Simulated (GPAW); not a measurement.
# C (Fd-3m) in GPAW: notebook, part 2 of 2

GPAW 26.7.0.

## 3. Single point, PBE

The input, run.py:

```python
from ase.dft.bandgap import bandgap
from ase.io import read, write
from ase.units import GPa
from gpaw import GPAW, PW

atoms = read('C.xyz')

calc = GPAW(mode=PW(800),
            xc='PBE',
            kpts={'size': (13, 13, 13), 'gamma': True},
            occupations={'name': 'methfessel-paxton', 'order': 0, 'width': 0.012},
            nbands=11,
            convergence={'density': 1e-05, 'energy': 1e-05},
            maxiter=150,
            txt='gpaw.txt')
atoms.calc = calc
energy = atoms.get_potential_energy()
forces = atoms.get_forces()
stress = atoms.get_stress()
calc.write('gs.gpw')
write('result.traj', atoms)
print(f'Energy: {energy:.6f} eV')
print('Forces (eV/A):')
print(forces.round(4))
print('Stress (GPa):', (stress / GPa).round(3))
print('Fermi level:', round(calc.get_fermi_level(), 4), 'eV')
print(f'Gap: {bandgap(calc)[0]:.4f} eV, direct: {bandgap(calc, direct=True)[0]:.4f} eV')
```

The input, C.xyz:

```xyz
2
Lattice="0.0000000000 1.7833700000 1.7833700000 1.7833700000 0.0000000000 1.7833700000 1.7833700000 1.7833700000 0.0000000000" Properties=species:S:1:pos:R:3 pbc="T T T"
C      2.6750550000      2.6750550000      2.6750550000
C      1.7833700000      1.7833700000      1.7833700000
```

Potentials or basis: GPAW PAW data sets (gpaw-data 1.2.1), pw.

Command:

```
$ OMP_NUM_THREADS=1 python run.py
```

gpaw.txt:

```text
__  _  _
 | _ |_)|_||  |
 |__||  | ||/\| - 26.7.0

Input parameters:
  mode=PW(ecut=800.0),
  convergence={'density': 1e-05, 'energy': 1e-05},
  kpts=MonkhorstPack(size=(13, 13, 13), gamma=True),
  maxiter=150,
  nbands=11,
  occupations=Occupations(name='methfessel-paxton', order=0, width=0.012),
  xc=XC(name='PBE')

Diagonalizing LCAO Hamiltonian
Converting LCAO to pw mode

          C
       C

Atoms  # Å, Bohr magnetons
|   | symbol |        x |        y |        z |    initial magnetic moments |
|---|--------|----------|----------|----------|-----------------------------|
| 0 |      C | 2.675055 | 2.675055 | 2.675055 | ( 0.0000,  0.0000,  0.0000) |
| 1 |      C | 1.783370 | 1.783370 | 1.783370 | ( 0.0000,  0.0000,  0.0000) |

Unit cell  # Å
| periodic |        x |        y |        z |  lengths |    angles |
|----------|----------|----------|----------|----------|-----------|
|      yes | 0.000000 | 1.783370 | 1.783370 | 2.522066 | 60.000000 |
|      yes | 1.783370 | 0.000000 | 1.783370 | 2.522066 | 60.000000 |
|      yes | 1.783370 | 1.783370 | 0.000000 | 2.522066 | 60.000000 |

Number of symmetries: 24
Symmetry operations  # r_c * U_cc + t_c -> r_c
|    | kind |            matrix            |
|----|------|------------------------------|
|  0 |  E   |  1, 0, 0,  0, 1, 0,  0, 0, 1 |
|  1 |  σ   |  1, 0, 0,  0, 0, 1,  0, 1, 0 |
|  2 |  σ   |  1, 0,-1,  0, 1,-1,  0, 0,-1 |
|  3 |  C3  |  1, 0,-1,  0, 0,-1,  0, 1,-1 |
|  4 |  C3  |  1,-1, 0,  0,-1, 1,  0,-1, 0 |
|  5 |  σ   |  1,-1, 0,  0,-1, 0,  0,-1, 1 |
|  6 |  σ   |  0, 1, 0,  1, 0, 0,  0, 0, 1 |
|  7 |  C3  |  0, 1, 0,  0, 0, 1,  1, 0, 0 |
|  8 |  C2  |  0, 1,-1,  1, 0,-1,  0, 0,-1 |
|  9 |  S4  |  0, 1,-1,  0, 0,-1,  1, 0,-1 |
| 10 |  C3  |  0, 0, 1,  1, 0, 0,  0, 1, 0 |
| 11 |  σ   |  0, 0, 1,  0, 1, 0,  1, 0, 0 |
| 12 |  S4  |  0, 0,-1,  1, 0,-1,  0, 1,-1 |
| 13 |  C3  |  0, 0,-1,  0, 1,-1,  1, 0,-1 |
| 14 |  S4  |  0,-1, 1,  1,-1, 0,  0,-1, 0 |
| 15 |  C2  |  0,-1, 1,  0,-1, 0,  1,-1, 0 |
| 16 |  C3  |  0,-1, 0,  1,-1, 0,  0,-1, 1 |
| 17 |  S4  |  0,-1, 0,  0,-1, 1,  1,-1, 0 |
| 18 |  S4  | -1, 1, 0, -1, 0, 1, -1, 0, 0 |
| 19 |  C3  | -1, 1, 0, -1, 0, 0, -1, 0, 1 |
| 20 |  C3  | -1, 0, 1, -1, 1, 0, -1, 0, 0 |
| 21 |  S4  | -1, 0, 1, -1, 0, 0, -1, 1, 0 |
| 22 |  σ   | -1, 0, 0, -1, 1, 0, -1, 0, 1 |
| 23 |  C2  | -1, 0, 0, -1, 0, 1, -1, 1, 0 |

BZ-sampling:
  Number of BZ points: 2197
  Number of IBZ points: 84

  Monkhorst-Pack size: [13, 13, 13]
  Monkhorst-Pack shift: [0, 0, 0]

K-points  # in reciprocal-cell coordinates
|     |                                coordinates |     weight |
|-----|--------------------------------------------|------------|
|   0 | (  0.00000000,   0.00000000,   0.00000000) | 0.00045517 |
|   1 | (  0.07692308,   0.07692308,   0.00000000) | 0.00273100 |
|   2 | (  0.07692308,   0.07692308,   0.07692308) | 0.00364133 |
|   3 | (  0.15384615,   0.07692308,   0.07692308) | 0.00546199 |
|   4 | (  0.15384615,   0.15384615,   0.00000000) | 0.00273100 |
|   5 | (  0.15384615,   0.15384615,   0.07692308) | 0.01092399 |
|   6 | (  0.15384615,   0.15384615,   0.15384615) | 0.00364133 |
|   7 | (  0.23076923,   0.15384615,   0.07692308) | 0.01092399 |
|   8 | (  0.23076923,   0.15384615,   0.15384615) | 0.01092399 |
|   9 | (  0.23076923,   0.23076923,   0.00000000) | 0.00273100 |
| ... |                                            |            |
|  83 | (  0.46153846,   0.46153846,   0.46153846) | 0.00364133 |

Plane wave coefficients: 594
Cutoff: 800.0 eV

Spin-components: 1 (collinear spins)
Bands:           11
Projectors:      10
Spin-degeneracy: 2
Datatype:        complex128

Parallelization:
  kpt:    1
  domain: 1
  band:   1

Density:
  Valence electrons: 8.0
  Components: 1
  Grid points: [18 18 18]
  Charge: 0.0  # |e|

Potential:
  Grid points: [18 18 18]

species:
  C:
    name:    Carbon
    Z:       6.0
    valence: 4
    core:    2
    charge:  0.0  # [|e|]
    compensation charges:
      type: gauss
      rc: 0.20  # [Å]
      lmax: 2
    cutoffs:
      filter: 1.14  # [Å]
      core: 1.14  # [Å]
    projectors
    | kind |    occ | energy [eV] | rcut [Å] |
    |------|--------|-------------|----------|
    |   2s |  2.000 |     -13.751 |    0.635 |
    |   2p |  2.000 |      -5.284 |    0.635 |
    |    s |        |      13.461 |    0.635 |
    |    p |        |      21.927 |    0.635 |
    |    d |        |       0.000 |    0.635 |

    Using partial waves for C as LCAO basis

Reference energy: -2055.256231  # eV

eigensolver:
  PPCG
  Converge bands: occupied
  niter=2

density mixing:
  MSR1-Mixer
  Pratt-step length: 0.05
  Maximum mixing coefficient: 0.75
  Old densities: 10
  SVD Regularization: 0.005
  Good broyden scale: 1.0
  Trust region scale: 1.0
  Backstep threshold: 4.0
  History deletion threshold: 6.0
  Fourier metric: weight=20.0, sigma=0.015

occupation numbers:
  Methfessel-Paxton:
    width: 0.0120  # eV
    order: 0

poisson solver:
  ecut: 6400.0  # eV

xc functional:
  name: PBE with 2 nearest neighbor stencil

convergence criteria:
- Maximum integral of absolute [dens]ity change: 1e-05 electrons / valence electron
- Maximum [total energy] change in last 3 cyles: 1e-05 eV / valence electron
- Maximum integral of absolute [eigenst]ate change: 4e-08 eV^2 / valence electron
maximum number of iterations: 150

SCF iterations
|iter     | |      energy | eigst |  dens |
|---------|-|-------------|-------|-------|
|iter:   1| |  -18.692876 | +0.15 |       |
|iter:   2| |  -18.624168 | -2.77 | -0.81 |
|iter:   3| |  -18.199341 | -1.48 | -0.83 |
|iter:   4| |  -18.195230 | -2.62 | -1.48 |
|iter:   5| |  -18.195770 | -4.51 | -2.20 |
|iter:   6| |  -18.195771 | -6.33 | -3.38 |
|iter:   7| |  -18.195771c| -7.74c| -4.06 |
|iter:   8| |  -18.195771c| -8.49c| -5.30c|

Converged in 8 steps
Energy contributions relative to reference atoms: (reference = -2055.256231)

Energy contributions:
  Kinetic:          16.542349
  Coulomb:         -15.631242
  Zero:              0.042915
  External:          0.000000
  Xc:              -19.149794
  Entropy:           0.000000
  Spinorbit:         0.000000
  ----------------------------
  Free energy:     -18.195771
  Extrapolated:    -18.195771

dipole moment: (2.132473, 2.132473, 2.132473)  # |e|*Ang

Fermi level: 13.869
Eigenvalues  # (at kpt = [0.000, 0.000, 0.000])
| band index |      eig [eV] | occ [0-2] |
|------------|---------------|-----------|
|          0 |        -9.416 |     2.000 |
|          1 |        12.064 |     2.000 |
|          2 |        12.064 |     2.000 |
|          3 |        12.064 |     2.000 |
|          4 |        17.662 |     0.000 |
|          5 |        17.662 |     0.000 |
|          6 |        17.662 |     0.000 |
|          7 |        25.400 |     0.000 |
|          8 |        31.371 |     0.000 |
|          9 |        38.605 |     0.000 |
|         10 |        39.559 |     0.000 |

Gap: 4.143 eV
Transition (v -> c):
  (s=0, k=0, n=3, [0.00, 0.00, 0.00]) -> (s=0, k=35, n=4, [0.38, 0.38, 0.00])
Direct/indirect transitions are different
Direct gap: 5.598 eV
Transition at: (s=0, k=0, n=3, [0.00, 0.00, 0.00])

Forces  # eV/Ang
|       x |       y |       z |
|---------|---------|---------|
| 0.00000 | 0.00000 | 0.00000 |  # C    0
| 0.00000 | 0.00000 | 0.00000 |  # C    1

Stress tensor  # eV/Ang^3
|         x |         y |         z |
|-----------|-----------|-----------|
| -0.008864 | -0.000000 |  0.000000 |
| -0.000000 | -0.008864 |  0.000000 |
|  0.000000 |  0.000000 | -0.008864 |

# Writing to gs.gpw (mode='')
```

Run time: 14 s. Hardware: 1 thread of Arm Neoverse V1, shared host; peak memory 0.14 GiB.

Results:

```yaml
Free_energy: -18.1958 eV
Pressure: 1.4 GPa
Band_gap_on_the_k_mesh: 4.14 eV, indirect (least direct gap 5.60 eV)
```

Caveat: an odd mesh through Γ misses points on the zone boundary, where band edges often lie.

## 4. Against experiment

Step 2. The cell as given is a measured one (5.67 Å³/atom); BLYP puts the equilibrium volume +2.5 % from it, thermal expansion not counted.
